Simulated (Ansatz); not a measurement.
Runs of Ansatz 0.2.0 on Tl. Symmetry: P6_3/mmc, No. 194, hexagonal system. Conventional cell: a = 3.456 Å, b = 3.456 Å, c = 5.525 Å, α = 90.00°, β = 90.00°, γ = 120.00°. Tl (site symmetry -6m2) is surrounded by 12 Tl at 3.41 to 3.46 Å. 

| task | potentials or basis | spin | cell | k mesh | cutoff (eV) | pressure (GPa) |
| --- | --- | --- | --- | --- | --- | --- |
| relaxation of cell and atoms | all-electron LAPW, scalar-relativistic | off | relaxed | 9 × 9 × 5 | - | 0.0 |
| band structure | all-electron LAPW, relativistic spinors | SOC, no magnetisation | as given | 7 × 7 × 4 | 167 | -0.5 |
| relaxation of cell and atoms | all-electron LAPW, scalar-relativistic | off | relaxed to 30 GPa | 9 × 9 × 5 | - | 30.0 |
| relaxation of cell and atoms | all-electron LAPW, scalar-relativistic | off | relaxed to 20 GPa | 9 × 9 × 5 | - | 20.0 |
| band structure | all-electron LAPW, scalar-relativistic | off | as given | 7 × 7 × 4 | 167 | (a) |
| relaxation of cell and atoms | all-electron LAPW, scalar-relativistic | off | relaxed to 10 GPa | 9 × 9 × 5 | - | 10.0 |
| relaxation of cell and atoms | all-electron LAPW, scalar-relativistic | off | relaxed to 5 GPa | 9 × 9 × 5 | - | 5.0 |

Alike in all rows: level PBEsol; smearing fermi-dirac 0.05 eV; basis error allowed 0.001 eV/atom.

Problem. Estimate the missing entries.

Solution. (a) 0.1.

Caveats: the k mesh is thin for a metal, which can move the energy by tens of meV per atom (some runs).
